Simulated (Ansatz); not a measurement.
**Be2C, carrier doping**

Consider Be₂C (space group Fm-3m, No. 225; a = 4.311 Å).

Carriers are added at fixed cell with a uniform background; the Fermi–Dirac width is that of 300 K.

All numbers come from PBEsol, PAW, 420 eV (Ansatz, a quantum-chemistry and plane-wave program; without spin-orbit coupling).

Notes on the quantities. Fermi level from band edge: Fermi level relative to the doped band's edge (positive inside the band; to 0.05 eV).

| hole density (10^21 cm⁻³) | Fermi level from band edge (eV) |
|---|---|
| 1 | 0.25 |
| 1.5 | 0.30 |
| 10 | ? |
| 20 | 1.45 |

### Question
Fit E_F = C n^s, fitted as a line in log–log form (a parabolic band gives s = 2/3) to the rows shown and predict the withheld row.

### Answer
Least squares on the printed values gives C = 0.24 eV, s = 0.59 (largest residual 0.01 eV); this predicts 0.96 eV, and the run gives 1.00 eV, in agreement.

Carriers are added with a uniform compensating background; total energy and stress of such cells depend on the potential's zero and are not compared; many-body gap narrowing is missing at this level. Stability against distortions was not tested.
